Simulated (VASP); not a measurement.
Runs of VASP 6.6.1 on TiSi2. Symmetry: Fddd, No. 70, orthorhombic system. The conventional cell has a = 4.779 Å, b = 8.235 Å, c = 8.526 Å, α = 90.00°, β = 90.00°, γ = 90.00°. Around Ti (site symmetry 222) lie 10 Si at 2.55 to 2.78 Å. Around Si (site symmetry 2) lie 5 Si at 2.52 to 2.79 Å and 5 Ti at 2.55 to 2.78 Å. The cell is a database's computed one.

| level | potentials or basis | k mesh | gap on the mesh (eV) | pressure (GPa) | relaxed volume (Å³/atom) | largest force (eV/Å) |
| --- | --- | --- | --- | --- | --- | --- |
| rev-vdW-DF2 | VASP PAW PBE potentials, release 64 (Ti_sv, Si) | 5 × 5 × 5 | none | 0.0 | (b) | 0.01 |
| vdW-DF | VASP PAW PBE potentials, release 64 (Ti_sv, Si) | 7 × 7 × 7 | none | 0.0 | 14.78 | - |
| AM05 | VASP PAW PBE potentials, release 64 (Ti_sv, Si) | 5 × 5 × 5 | none | 0.0 | 13.68 | 0.01 |
| revPBE | VASP PAW PBE potentials, release 64 (Ti_sv, Si) | 5 × 5 × 5 | none | -0.1 | (a) | - |
| LDA | VASP PAW LDA potentials, release 64 (Ti_sv, Si) | 5 × 5 × 5 | none | 0.0 | 13.51 | 0.01 |

Alike in all rows: task relaxation of cell and atoms; no spin polarisation; cell relaxed; cutoff (eV) 600; smearing fermi-dirac 0.05 eV.

Task: Fill in the values left out.

Result: (a) 14.34; (b) 14.10.

Caveats: the PAW data sets were made with another functional, which shifts forces and pressure a little (some runs).

A gap of «none» marks a metal or a gap under the smearing width.

Runs at the PBE level aren't shown here.
